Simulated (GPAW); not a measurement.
# Zn (P6_3/mmc) in GPAW: single point with PBE

Aim: the single point of Zn with PBE.

Everything below comes from runs of GPAW 26.7.0. Logs are shortened: lines on timing, memory, paths and dates and some standing lists are left out, and cuts for length are marked. The log counts tension as positive stress, the text compression.

## (1) Starting point

The structure is hexagonal, space group P6_3/mmc (No. 194). Conventional cell: a = 2.670 Å, b = 2.670 Å, c = 4.966 Å, α = 90.00°, β = 90.00°, γ = 120.00°. Around Zn (site symmetry -6m2) lie 12 Zn at 2.67 to 2.92 Å.

## (2) Single point, PBE

The input, Zn.cif:

```cif
data_Zn
_cell_length_a 2.67000000
_cell_length_b 2.67000000
_cell_length_c 4.96600000
_cell_angle_alpha 90.00000000
_cell_angle_beta 90.00000000
_cell_angle_gamma 120.00000000
_space_group_name_H-M_alt 'P1'
_space_group_name_Hall 'P 1'
_space_group_IT_number 1
loop_
_space_group_symop_operation_xyz
'x,y,z'
loop_
_atom_site_label
_atom_site_type_symbol
_atom_site_symmetry_multiplicity
_atom_site_Wyckoff_symbol
_atom_site_fract_x
_atom_site_fract_y
_atom_site_fract_z
_atom_site_occupancy
Zn1 Zn 1 a 0.6666666667 0.3333333333 0.7500000000 1
Zn2 Zn 1 a 0.3333333333 0.6666666667 0.2500000000 1
```

Potentials or basis: GPAW PAW data sets (gpaw-data 1.2.1), pw.

The run is started by

```bash
$ OMP_NUM_THREADS=1 gpaw run Zn.cif -p 'mode=PW(600),xc=PBE,kpts={size:(11,11,6),gamma:True},occupations={name:fermi-dirac,width:0.05},nbands=21,convergence={density:1e-05,energy:1e-05},maxiter=150,txt=gpaw.txt' --properties efs -w gs.gpw
```

Output:

```text
__  _  _
 | _ |_)|_||  |
 |__||  | ||/\| - 26.7.0

Input parameters:
  mode=PW(ecut=600.0),
  convergence={'density': 1e-05, 'energy': 1e-05},
  kpts=MonkhorstPack(size=[11, 11, 6], gamma=True),
  maxiter=150,
  nbands=21,
  occupations=Occupations(name='fermi-dirac', width=0.05),
  xc=XC(name='PBE')

Diagonalizing LCAO Hamiltonian
Converting LCAO to pw mode

          Zn

        Zn

Atoms  # Å, Bohr magnetons
|   | symbol |         x |        y |        z |    initial magnetic moments |
|---|--------|-----------|----------|----------|-----------------------------|
| 0 |     Zn |  1.335000 | 0.770763 | 3.724500 | ( 0.0000,  0.0000,  0.0000) |
| 1 |     Zn | -0.000000 | 1.541525 | 1.241500 | ( 0.0000,  0.0000,  0.0000) |

Unit cell  # Å
| periodic |         x |        y |        z |  lengths |     angles |
|----------|-----------|----------|----------|----------|------------|
|      yes |  2.670000 | 0.000000 | 0.000000 | 2.670000 |  90.000000 |
|      yes | -1.335000 | 2.312288 | 0.000000 | 2.670000 |  90.000000 |
|      yes |  0.000000 | 0.000000 | 4.966000 | 4.966000 | 120.000000 |

Number of symmetries: 12
Symmetry operations  # r_c * U_cc + t_c -> r_c
|    | kind |            matrix            |
|----|------|------------------------------|
|  0 |  σ   |  1, 1, 0,  0,-1, 0,  0, 0, 1 |
|  1 |  S6  |  1, 1, 0, -1, 0, 0,  0, 0,-1 |
|  2 |  E   |  1, 0, 0,  0, 1, 0,  0, 0, 1 |
|  3 |  C2  |  1, 0, 0, -1,-1, 0,  0, 0,-1 |
|  4 |  C2  |  0, 1, 0,  1, 0, 0,  0, 0,-1 |
|  5 |  C3  |  0, 1, 0, -1,-1, 0,  0, 0, 1 |
|  6 |  S6  |  0,-1, 0,  1, 1, 0,  0, 0,-1 |
|  7 |  σ   |  0,-1, 0, -1, 0, 0,  0, 0, 1 |
|  8 |  σ   | -1, 0, 0,  1, 1, 0,  0, 0, 1 |
|  9 |  i   | -1, 0, 0,  0,-1, 0,  0, 0,-1 |
| 10 |  C3  | -1,-1, 0,  1, 0, 0,  0, 0, 1 |
| 11 |  C2  | -1,-1, 0,  0, 1, 0,  0, 0,-1 |

BZ-sampling:
  Number of BZ points: 726
  Number of IBZ points: 84

  Monkhorst-Pack size: [11, 11, 6]
  Monkhorst-Pack shift: [0.0, 0.0, 0.08333333333333333]

K-points  # in reciprocal-cell coordinates
|     |                                coordinates |     weight |
|-----|--------------------------------------------|------------|
|   0 | (  0.00000000,   0.00000000,   0.00000000) | 0.00137741 |
|   1 | (  0.00000000,   0.00000000,   0.16666667) | 0.00275482 |
|   2 | (  0.00000000,   0.00000000,   0.33333333) | 0.00275482 |
|   3 | (  0.00000000,   0.00000000,   0.50000000) | 0.00137741 |
|   4 | (  0.09090909,   0.00000000,  -0.33333333) | 0.00826446 |
|   5 | (  0.09090909,   0.00000000,  -0.16666667) | 0.00826446 |
|   6 | (  0.09090909,   0.00000000,   0.00000000) | 0.00826446 |
|   7 | (  0.09090909,   0.00000000,   0.16666667) | 0.00826446 |
|   8 | (  0.09090909,   0.00000000,   0.33333333) | 0.00826446 |
|   9 | (  0.09090909,   0.00000000,   0.50000000) | 0.00826446 |
| ... |                                            |            |
|  83 | (  0.45454545,   0.45454545,   0.50000000) | 0.00826446 |

Plane wave coefficients: 1052
Cutoff: 600.0 eV

Spin-components: 1 (collinear spins)
Bands:           21
Projectors:      12
Spin-degeneracy: 2
Datatype:        complex128

Density:
  Valence electrons: 24.0
  Components: 1
  Grid points: [16 16 30]
  Charge: 0.0  # |e|

Potential:
  Grid points: [16 16 30]

species:
  Zn:
    name:    Zinc
    Z:       30.0
    valence: 12
    core:    18
    charge:  0.0  # [|e|]
    compensation charges:
      type: gauss
      rc: 0.37  # [Å]
      lmax: 2
    cutoffs:
      filter: 2.14  # [Å]
      core: 2.28  # [Å]
    projectors
    | kind |    occ | energy [eV] | rcut [Å] |
    |------|--------|-------------|----------|
    |   4s |  2.000 |      -5.977 |    1.286 |
    |   4p |  0.000 |      -1.117 |    1.270 |
    |   3d | 10.000 |     -10.142 |    1.180 |
    |    s |        |      21.234 |    1.286 |
    |    p |        |      26.095 |    1.270 |
    |    d |        |      17.070 |    1.180 |

    Using partial waves for Zn as LCAO basis

Reference energy: -97722.653306  # eV

eigensolver:
  PPCG
  Converge bands: occupied
  niter=2

density mixing:
  MSR1-Mixer
  Pratt-step length: 0.05
  Maximum mixing coefficient: 0.75
  Old densities: 10
  SVD Regularization: 0.005
  Good broyden scale: 1.0
  Trust region scale: 1.0
  Backstep threshold: 4.0
  History deletion threshold: 6.0
  Fourier metric: weight=20.0, sigma=0.015

occupation numbers:
  Fermi-Dirac:
    width: 0.0500  # eV

poisson solver:
  ecut: 4800.0  # eV

xc functional:
  name: PBE with 2 nearest neighbor stencil

convergence criteria:
- Maximum integral of absolute [dens]ity change: 1e-05 electrons / valence electron
- Maximum [total energy] change in last 3 cyles: 1e-05 eV / valence electron
- Maximum integral of absolute [eigenst]ate change: 4e-08 eV^2 / valence electron
maximum number of iterations: 150

SCF iterations
|iter     | |      energy | eigst |  dens |
|---------|-|-------------|-------|-------|
|iter:   1| |   -2.521824 | +0.21 |       |
|iter:   2| |   -2.473209 | -2.68 | -1.40 |
|iter:   3| |   -2.360339 | -1.74 | -1.45 |
|iter:   4| |   -2.365545 | -3.08 | -1.90 |
|iter:   5| |   -2.366735 | -3.12 | -2.26 |
|iter:   6| |   -2.366809 | -4.87 | -3.61 |
|iter:   7| |   -2.366826c| -5.64 | -3.77 |
|iter:   8| |   -2.366827c| -7.18 | -4.42 |
|iter:   9| |   -2.366827c| -8.05c| -4.84 |
|iter:  10| |   -2.366827c| -8.84c| -5.34c|

Converged in 10 steps
Energy contributions relative to reference atoms: (reference = -97722.653306)

Energy contributions:
  Kinetic:          -3.365679
  Coulomb:           6.403670
  Zero:             -0.052169
  External:          0.000000
  Xc:               -5.350284
  Entropy:          -0.004730
  Spinorbit:         0.000000
  ----------------------------
  Free energy:      -2.369191
  Extrapolated:     -2.366827

dipole moment: (-0.000000, -0.000000, -0.000000)  # |e|*Ang

Fermi level: 6.453
Eigenvalues  # (at kpt = [0.000, 0.000, 0.000])
| band index |      eig [eV] | occ [0-2] |
|------------|---------------|-----------|
|          0 |        -3.749 |     2.000 |
|        ... |               |           |
|          5 |        -0.992 |     2.000 |
|          6 |        -0.992 |     2.000 |
|          7 |        -0.672 |     2.000 |
|          8 |        -0.672 |     2.000 |
|          9 |        -0.470 |     2.000 |
|         10 |        -0.470 |     2.000 |
|         11 |         2.974 |     2.000 |
|         12 |         3.530 |     2.000 |
|         13 |        20.010 |     0.000 |
|         14 |        23.537 |     0.000 |
|         15 |        23.889 |     0.000 |
|         16 |        23.889 |     0.000 |
|         17 |        25.483 |     0.000 |
|         18 |        25.483 |     0.000 |
|         19 |        25.584 |     0.000 |
|         20 |        26.779 |     0.000 |

No gap
No difference between direct/indirect transitions

Forces  # eV/Ang
|        x |       y |        z |
|----------|---------|----------|
| -0.00000 | 0.00000 |  0.00001 |  # Zn   0
|  0.00000 | 0.00000 | -0.00001 |  # Zn   1

Stress tensor  # eV/Ang^3
|        x |        y |        z |
|----------|----------|----------|
| 0.003975 | 0.000000 | 0.000000 |
| 0.000000 | 0.003975 | 0.000000 |
| 0.000000 | 0.000000 | 0.009992 |

# Writing to gs.gpw (mode='')
```

Run time: 35 s. Hardware: 1 thread of Arm Neoverse V1, shared host; peak memory 0.17 GiB.

What came out:

```yaml
Free_energy: -2.3692 eV
Pressure: -1.0 GPa
Band_gap_on_the_k_mesh: none (metal or under the smearing width)
```

Levels at points of the mesh, in eV from the Fermi level:
```tsv
k point	band 9	band 10	band 11	band 12	band 13	band 14	band 15	band 16
(0.00, 0.00, 0.00)	-7.12	-6.92	-6.92	-3.48	-2.92	13.56	17.08	17.44
(0.00, 0.00, 0.50)	-7.01	-7.01	-7.01	-7.01	4.64	4.64	18.72	18.72
```

## (3) For comparison

An earlier run on the cell as given: functional PBE; potentials or basis GPAW PAW data sets (gpaw-data 1.2.1); cutoff 600 eV; basis pw; k mesh 11 × 11 × 6; occupations fermi-dirac, width 0.05 eV; no spin polarisation.

* Pressure: -1.0 GPa
* Band gap on the k mesh: none (metal or under the smearing width)
